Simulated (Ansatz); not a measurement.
InN (zinc blende)

```
InN
1.0
    0.00000     5.04898     5.04898
    2.52449     0.00000     2.52449
    2.52449     2.52449     0.00000
N In
2 2
Cartesian
  3.78673   3.78673   3.78673
  3.78673   6.31122   6.31122
  0.00000   0.00000   0.00000
  2.52449   5.04898   2.52449
```

The atoms are displaced by Q × the pattern below (from a DFPT mode at L = (0.5, 0.0, 0.0), largest move 1; Q in Å), at fixed cell. (q is in reciprocal vectors of the primitive cell; the cell shown is doubled to hold the pattern.)

```json
[
 {"atom": "N1", "x": "0.577", "y": "-0.577", "z": "-0.577"},
 {"atom": "N2", "x": "-0.577", "y": "0.577", "z": "0.577"},
 {"atom": "In3", "x": "-0.015", "y": "0.015", "z": "0.015"},
 {"atom": "In4", "x": "0.015", "y": "-0.015", "z": "-0.015"}
]
```

Method: PBE (plane waves to 420 eV, PAW, scalar-relativistic; Ansatz, a program for electronic structure). k mesh 11×11×11 (Γ-centred), Fermi-Dirac smearing 0.05 eV. With partly filled bands, energies and forces of such displacements shift with the k mesh and the smearing. At this level the bands of InN touch or barely overlap; measurements give the solid a gap. InN was relaxed with its symmetry unable to fall.

At one point of the scan the forces (eV/Å) are:

```
atom      Fx      Fy      Fz
----  ------  ------  ------
N1     1.250  -1.250  -1.250
N2    -2.238   2.238   2.238
In3    0.006  -0.006  -0.006
In4    0.983  -0.983  -0.983
```

Q: Which point is it?
(A) Q = -0.280 Å
(B) Q = -0.047 Å
(C) Q = -0.233 Å
(D) Q = -0.187 Å

A: D, Q = -0.187 Å

(For displaced atoms, the force is minus the slope of the energy, and its curvature is a force constant, which sets phonon frequencies.)
